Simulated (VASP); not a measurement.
ZrC: single point with PBE

The system is ZrC.

```
Zr C
1.0
     0.00000    2.35643    2.35643
     2.35643    0.00000    2.35643
     2.35643    2.35643    0.00000
Zr C
1 1
Direct
  0.00000 0.00000 0.00000
  0.50000 0.50000 0.50000
```

The cell is a database's computed one.

```
Program                : VASP 6.6.1
Task                   : single point
Functional             : PBE
Potentials or basis    : VASP PAW PBE potentials, release 64 (Zr_sv, C)
Cutoff                 : 520 eV
k mesh                 : 6 × 6 × 6
Occupations            : gaussian, width 0.1 eV
Spin                   : no spin polarisation
Dipole correction      : no
Further INCAR settings : ALGO = Normal; EDIFF = 1e-06; NBANDS = 15
```

- Pressure: -0.3 GPa
- Band gap on the k mesh: none (metal or under the smearing width)

Levels at points of the mesh, in eV from the Fermi level:
| k point | band 4 | band 5 | band 6 | band 7 | band 8 | band 9 | band 10 | band 11 | band 12 | band 13 |
| --- | --- | --- | --- | --- | --- | --- | --- | --- | --- | --- |
| (0.00, 0.00, 0.00) | -25.79 | -11.20 | 1.02 | 1.02 | 1.02 | 1.16 | 1.16 | 1.16 | 2.86 | 2.86 |
| (0.50, 0.00, 0.00) | -25.86 | -8.16 | -5.19 | -2.83 | -2.83 | 4.53 | 4.53 | 5.35 | 6.57 | 10.12 |
| (0.50, 0.50, 0.00) | -26.06 | -10.03 | -2.00 | -1.67 | 0.13 | 0.13 | 4.48 | 5.67 | 5.67 | 7.96 |

Run time: 6.7 s on 1 thread of AMD EPYC 9R45 (Zen 5), with other jobs on the host, peak memory 0.12 GiB.

Caveat: the k mesh is coarse (spacing up to 0.38 Å⁻¹), so the values aren't converged.
